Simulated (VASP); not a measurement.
Input of a VASP 6.6.1 run:

File INCAR:

```
SYSTEM = SiC
  PREC = Accurate
  ENCUT = 600
  EDIFF = 1E-6
  ISMEAR = -1
  SIGMA = 0.05
  LREAL = .FALSE.
  LASPH = .TRUE.
  NELM = 100
  ALGO = Fast
  ISIF = 3
  LWAVE = .FALSE.
  LCHARG = .FALSE.
  GGA = PE
  IVDW = 12
  IBRION = 2
  NSW = 40
  EDIFFG = -0.01
```

Contents of KPOINTS:

```
Automatic mesh
0
G
  10 10 10
  0 0 0
```

The input POSCAR:

```
SiC
1.0
    0.0000000000      2.1790000000      2.1790000000
    2.1790000000      0.0000000000      2.1790000000
    2.1790000000      2.1790000000      0.0000000000
Si C
1 1
Direct
    0.0000000000      0.0000000000      0.0000000000
    0.7500000000      0.7500000000      0.7500000000
```

Potentials or basis: VASP PAW PBE potentials, release 64 (Si, C).

Command:

```sh
$ cat potpaw_PBE.64/Si/POTCAR potpaw_PBE.64/C/POTCAR > POTCAR
$ mpirun -np 1 vasp_std > vasp.out
```

Q: Estimate the relaxed volume.

A: 10.27 Å³/atom.

Q: Estimate the dispersion energy per atom.

A: -0.303 eV.

Step by step:
```csv
step,energy change (eV),largest force (eV/Å),pressure (GPa),volume (Å³)
1,0.0000,0.0000,-1.59,20.69
2,0.0000,0.0000,1.72,20.39
3,-0.0008,0.0000,0.01,20.54
```
